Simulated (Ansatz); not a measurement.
WC (Qusongite):

```
W C
1.0
     2.90650    0.00000    0.00000
    -1.45325    2.51710    0.00000
     0.00000    0.00000    2.83660
W C
1 1
Cartesian
  0.0000 0.0000 0.0000
  1.4533 0.8390 1.4183
```

Program: Ansatz 0.2.0. Alike in all runs: task band structure; potentials or basis Ansatz PAW; no spin polarisation; cell as given; k mesh 10 × 10 × 9; smearing fermi-dirac 0.05 eV.

Order these runs on this cell by their pressure, lowest first.
A. level LDA; cutoff (eV) 420
B. level r2SCAN; cutoff (eV) 500
C. level PBE; cutoff (eV) 420

A (-9.8 GPa), B (1.4 GPa), C (5.6 GPa).

Caveats: the PAW data sets come from PBE, with cores solved anew for the run's functional, which leaves a small shift of forces and pressure (some runs).
